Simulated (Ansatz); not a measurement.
**Two inputs for MgO**

This input was run with Ansatz:

```yaml
crystal:
  lattice:
    - [2.9605408588, 0.0, 0.0]
    - [-1.4802704294, 2.5639035926, 0.0]
    - [0.0, 0.0, 29.41562071]
  atoms:
    - { symbol: Mg, position: [0.3333333333, 0.6666666667, 0.83499889] }
    - { symbol: Mg, position: [0.6666666667, 0.3333333333, 0.16500111] }
    - { symbol: Mg, position: [0.6666666667, 0.3333333333, 0.33499889] }
    - { symbol: Mg, position: [0.3333333333, 0.6666666667, 0.66500111] }
    - { symbol: Mg, position: [0.3333333333, 0.6666666667, 0.41743929] }
    - { symbol: Mg, position: [0.6666666667, 0.3333333333, 0.58256071] }
    - { symbol: Mg, position: [0.6666666667, 0.3333333333, 0.91743929] }
    - { symbol: Mg, position: [0.3333333333, 0.6666666667, 0.08256071] }
    - { symbol: Mg, position: [0.0, 0.0, 0.25] }
    - { symbol: Mg, position: [0.0, 0.0, 0.75] }
    - { symbol: Mg, position: [0.0, 0.0, 0.0] }
    - { symbol: Mg, position: [0.0, 0.0, 0.5] }
    - { symbol: O, position: [0.3333333333, 0.6666666667, 0.95874516] }
    - { symbol: O, position: [0.6666666667, 0.3333333333, 0.04125484] }
    - { symbol: O, position: [0.6666666667, 0.3333333333, 0.45874516] }
    - { symbol: O, position: [0.3333333333, 0.6666666667, 0.54125484] }
    - { symbol: O, position: [0.3333333333, 0.6666666667, 0.20607947] }
    - { symbol: O, position: [0.6666666667, 0.3333333333, 0.79392053] }
    - { symbol: O, position: [0.6666666667, 0.3333333333, 0.70607947] }
    - { symbol: O, position: [0.3333333333, 0.6666666667, 0.29392053] }
    - { symbol: O, position: [0.0, 0.0, 0.12376048] }
    - { symbol: O, position: [0.0, 0.0, 0.87623952] }
    - { symbol: O, position: [0.0, 0.0, 0.62376048] }
    - { symbol: O, position: [0.0, 0.0, 0.37623952] }
kpoints:
  mp_grid: { grid: [6, 6, 1] }
scf:
  occupations: { method: fermi_dirac, width: 0.02 }
hamiltonian:
  xc: pbe
  pseudopotentials: { kind: paw, frozen_core: stored }
output:
  forces: true
  stress: true
  populations: true
  efg: { quadrupole_moments_barn: { Mg: 0.1994, O: -0.02558 } }
basis:
  ecutwfc: "33.1 Ry"
accuracy: low
```

It converged. Of its output the block on the nuclei alone is shown, without the SCF iterations, energies, forces and stress (one atom of each set):

```
--- PAW observables at the nuclei: V_zz in 10²¹ V/m², potentials from the cell's mean, atoms counted from 1 ---
  atom   1  Mg V_zz =    +0.007369   η = 0.0000   by run symmetry: allowed   C_q = +0.0355 MHz
            electrostatic potential = -1104.956521 V   contact ρ = none
  atom   5  Mg V_zz =    -0.025130   η = 0.0000   by run symmetry: allowed   C_q = -0.1212 MHz
            electrostatic potential = -1104.988192 V   contact ρ = none
  atom   9  Mg V_zz =    -0.782957   η = 0.0000   by run symmetry: allowed   C_q = -3.7750 MHz
            electrostatic potential = -1104.212627 V   contact ρ = none
  atom  11  Mg V_zz =    -0.028842   η = 0.0000   by run symmetry: allowed   C_q = -0.1391 MHz
            electrostatic potential = -1104.999532 V   contact ρ = none
  atom  13  O  V_zz =    +0.119269   η = 0.0000   by run symmetry: allowed   C_q = -0.0738 MHz
            electrostatic potential = -624.452976 V   contact ρ = none
  atom  17  O  V_zz =    -1.078266   η = 0.0000   by run symmetry: allowed   C_q = +0.6669 MHz
            electrostatic potential = -624.316424 V   contact ρ = none
  atom  21  O  V_zz =    +0.103683   η = 0.0000   by run symmetry: allowed   C_q = -0.0641 MHz
            electrostatic potential = -624.433669 V   contact ρ = none
```

**Question.** Can these gradients be trusted, and how do they compare with a run on standard settings?

**Answer.** They agree with the standard run. Against the standard input the change is `kpoints.mp_grid.grid`: [9, 9, 1] → [6, 6, 1]; `basis.ecutwfc`: not typed → 33.1 Ry; `accuracy`: not typed → low. A site carries the number of its first atom; V_zz in 10²¹ V/m².

```csv
site,atom,V_zz standard,η standard,V_zz here,η here
Mg5,5,-0.031,0.00,-0.025,0.00
Mg9,9,-0.79,0.00,-0.78,0.00
Mg11,11,-0.033,0.00,-0.029,0.00
O13,13,0.12,0.00,0.12,0.00
O17,17,-1.08,0.00,-1.08,0.00
O21,21,0.10,0.00,0.10,0.00
```

No V_zz moves by more than 0.01. Sites with |V_zz| of 0.02 or less aren't listed. SCF iterations: 7 and 7. In the changed run the k-mesh is coarser than the standard one and the accuracy preset is low, yet the gradients stay close to the reference.

On the reference run: At this cell the PBE pressure is 6 GPa, so with PBE the cell would grow if it were relaxed. The entry's cell may itself be off.
